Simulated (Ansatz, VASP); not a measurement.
**Al2O3 in VASP and in Ansatz**

INCAR

```
SYSTEM = Al2O3
PREC     = Accurate       ! precision mode
ENCUT    = 520            ! plane-wave cutoff, eV
EDIFF    = 1E-6           ! SCF threshold, eV
ISMEAR   = 0              ! smearing method
SIGMA    = 0.05           ! smearing width, eV
LREAL    = .FALSE.        ! projectors in reciprocal space
LASPH    = .TRUE.         ! aspherical terms in the spheres
NELM     = 100            ! most SCF steps
ALGO     = Normal         ! electronic algorithm
ISIF     = 2              ! what is computed and relaxed
LWAVE    = .FALSE.        ! write WAVECAR
LCHARG   = .TRUE.         ! write CHGCAR
GGA      = PE             ! functional
IVDW     = 12             ! dispersion correction
LELF     = .TRUE.         ! ELF
LVHAR    = .TRUE.       
NBANDS   = 20             ! bands
```

File KPOINTS:

```
regular mesh
0
G
  12 12 4
  0 0 0
```

POSCAR

```
Al2O3
1.0
    2.8395597904      0.0000000000      0.0000000000
   -1.4197798952      2.4591309141      0.0000000000
    0.0000000000      0.0000000000      8.5536064605
Al O
2 3
Direct
    0.0000000000      0.0000000000      0.2779510000
    0.0000000000      0.0000000000      0.7220490000
    0.3333333333      0.6666666667      0.1994540000
    0.6666666667      0.3333333333      0.8005460000
    0.0000000000      0.0000000000      0.5000000000
```

Input for Ansatz:

```yaml
crystal:
  lattice:
    - [2.8395597904, 0.0, 0.0]
    - [-1.4197798952, 2.4591309141, 0.0]
    - [0.0, 0.0, 8.5536064605]
  atoms:
    - { symbol: Al, position: [0.0, 0.0, 0.277951] }
    - { symbol: Al, position: [0.0, 0.0, 0.722049] }
    - { symbol: O, position: [0.3333333333, 0.6666666667, 0.199454] }
    - { symbol: O, position: [0.6666666667, 0.3333333333, 0.800546] }
    - { symbol: O, position: [0.0, 0.0, 0.5] }
basis:
  ecutwfc: 420
kpoints:
  mp_grid: { grid: [12, 12, 4] }
hamiltonian:
  xc: pbe
  dispersion: d3bj
scf:
  occupations: { method: gaussian, width: 0.05 }
output:
  forces: true
  stress: true
  eigenvalues: true
```

Alike in both runs: task single point; functional PBE; dispersion D3(BJ); k mesh 12 × 12 × 4; occupations gaussian, width 0.05 eV; no spin polarisation.

|  | VASP | Ansatz |
| --- | --- | --- |
| version | VASP 6.6.1 | Ansatz 0.2.0 |
| potentials or method | VASP PAW PBE potentials, release 64 (Al, O) | scalar-relativistic, plane waves, PAW |
| plane-wave cutoff (eV) | 520 | 420 |
| valence electrons in the cell | 24 | 24 |

VASP gave:

- gap on the k mesh at the Fermi level (eV): 0.17
- least direct gap on the mesh (eV): 0.17
- pressure (GPa): 0.3
- largest component of the traceless stress (GPa): 45.75
- rms of the force components (eV/Å): 1.584

Which values does Ansatz return?

gap on the k mesh at the Fermi level (eV): 0.16; least direct gap on the mesh (eV): 0.16; pressure (GPa): 0.4; largest component of the traceless stress (GPa): 45.61; rms of the force components (eV/Å): 1.596.

Atom by atom the forces differ by 0.015 eV/Å (rms over components).

Caveats: forces of over 1 eV/Å show positions far from the minimum, so gaps and moduli don't describe the material at rest.
